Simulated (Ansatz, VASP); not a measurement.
# One calculation of LiF, two programs

```
Li F
1.0
     0.00000    2.02069    2.02069
     2.02069    0.00000    2.02069
     2.02069    2.02069    0.00000
Li F
1 1
Direct
  0.00000 0.00000 0.00000
  0.50000 0.50000 0.50000
```

Change from the starting cell: volume scaled by 1.01.

Alike in both runs: task single point; functional LDA; k mesh 10 × 10 × 10; occupations fermi-dirac, width 0.03 eV; no spin polarisation.

|  | VASP | Ansatz |
| --- | --- | --- |
| version | VASP 6.6.1 | Ansatz 0.2.0 |
| potentials or method | VASP PAW LDA potentials, release 64 (Li_sv, F), cutoff 520 eV | all-electron LAPW, scalar-relativistic |

```tsv
	VASP	Ansatz	Ansatz less VASP
gap on the k mesh at the Fermi level (eV)	8.74	8.73	-0.011
```

Ansatz ran all-electron here, so the differences hold the error of VASP's frozen core and of both bases.

 A k mesh can miss the band edges.
